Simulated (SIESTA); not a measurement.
Crystal: Pb.

```
CELL_PARAMETERS angstrom
-1.97966 1.97966 1.97966
1.97966 -1.97966 1.97966
1.97966 1.97966 -1.97966
ATOMIC_POSITIONS crystal
Pb 0.00000 0.00000 0.00000
```

This isn't the form of Pb at room conditions, which is fcc.

| Property | Result |
| --- | --- |
| Program | SIESTA 5.4.2 |
| Task | single point |
| Functional | PBE |
| Potentials or basis | PseudoDojo 0.4 standard (PBE files) |
| Basis | DZP (energy shift 0.003 Ry; two zetas on semicore shells) |
| Grid cutoff | 500 Ry |
| Energy shift | 0.003 Ry |
| k mesh | 9 × 9 × 9 |
| Occupations | fermi-dirac, width 0.05 eV |
| Spin | no spin polarisation |

On this cell: pressure 1.1 GPa; band gap on the k mesh none (metal or under the smearing width).

The same run follows on a disturbed copy (cell strained at random at fixed volume):

```
Pb
1.0
    -2.06690    2.05040    2.08125
     1.99925   -1.93748    1.90067
     1.99103    1.86160   -1.96833
Pb
1
Direct
  0.00466 0.99633 0.00314
```

Question: What changes?

Answer: The energy (extrapolated to zero smearing) moves by +4.6 meV/atom; pressure 1.8 GPa; band gap on the k mesh none (metal or under the smearing width).

Stress tensor (GPa, compression positive):
```
 1.82  0.34  0.33
 0.34  1.62 -0.49
 0.33 -0.49  1.90
```

Caveats: the basis of atomic orbitals isn't converged, which shifts pressures, moduli and gaps.
